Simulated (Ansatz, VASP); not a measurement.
# LiF in VASP and in Ansatz

```
Li F
1.0
     5.43992    0.00000    0.00000
     0.00000    5.43992    0.00000
     0.00000    0.00000    2.84626
Li F
4 4
Cartesian
  3.6092 1.8307 0.7116
  1.8307 3.6092 2.1347
  0.8893 0.8893 0.0000
  4.5507 4.5507 1.4231
  4.5230 0.9170 2.1347
  0.9170 4.5230 0.7116
  1.8030 1.8030 1.4231
  3.6369 3.6369 0.0000
```

Alike in both runs: functional PBE; k mesh 4 × 4 × 8; occupations gaussian, width 0.02 eV; no spin polarisation.

Ansatz relaxed the structure, and its values are those at the end. VASP's run is a single point on that final structure, the one shown.

|  | VASP | Ansatz |
| --- | --- | --- |
| version | VASP 6.6.1 | Ansatz 0.2.0 |
| potentials or method | VASP PAW PBE potentials, release 64 (Li_sv, F) | scalar-relativistic, plane waves, PAW |
| plane-wave cutoff (eV) | 520 | 420 |
| valence electrons in the cell | 40 | 40 |

```tsv
	VASP	Ansatz	Ansatz less VASP
gap on the k mesh at the Fermi level (eV)	7.22	7.23	+0.009
least direct gap on the mesh (eV)	7.24	7.25	+0.009
```

 A hybrid or GW would open this gap; PBE tends to underestimate it. A k mesh can miss the band edges.
